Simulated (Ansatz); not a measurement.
# Relaxing PbSe2 in the fluorite type

First guess:

```xyz
3
Lattice="0.0000 3.2944 3.2944 3.2944 0.0000 3.2944 3.2944 3.2944 0.0000" Properties=species:S:1:pos:R:3 pbc="T T T"
Pb    0.0000    0.0000    0.0000
Se    1.6472    1.6472    1.6472
Se    4.9416    4.9416    4.9416
```

Computed with DFT, PBE, PAW with Ansatz's default frozen-core files, scalar-relativistic (Ansatz 0.2.0).

Cell and atoms relax within the symmetry of the start on a 9×9×9 k mesh with 0.03 eV Fermi–Dirac smearing.

The start is built from a prototype, known or not as a phase of this compound; the cutoff is 420 eV.

Spin–orbit coupling is left out, though it moves levels of the heavy atoms by tenths of an eV or more.

Problem. What is the pressure of the first guess?

Solution. 15.93 GPa.

Problem. What does it relax to?

Solution. a = 7.124 Å, b = 7.124 Å, c = 7.124 Å, α = 90.00°, β = 90.00°, γ = 90.00° (conventional cell), 30.13 Å³ per atom:
Space group Fm-3m (No. 225). a = 7.124 Å, b = 7.124 Å, c = 7.124 Å, α = 90.00°, β = 90.00°, γ = 90.00°
```
atom  site  symmetry       x       y       z
  Pb    4a      m-3m  0.0000  0.0000  0.0000
  Se    8c      -43m  0.2500  0.7500  0.7500
```

Problem. How much energy does the relaxation release?

Solution. 250 meV/atom.
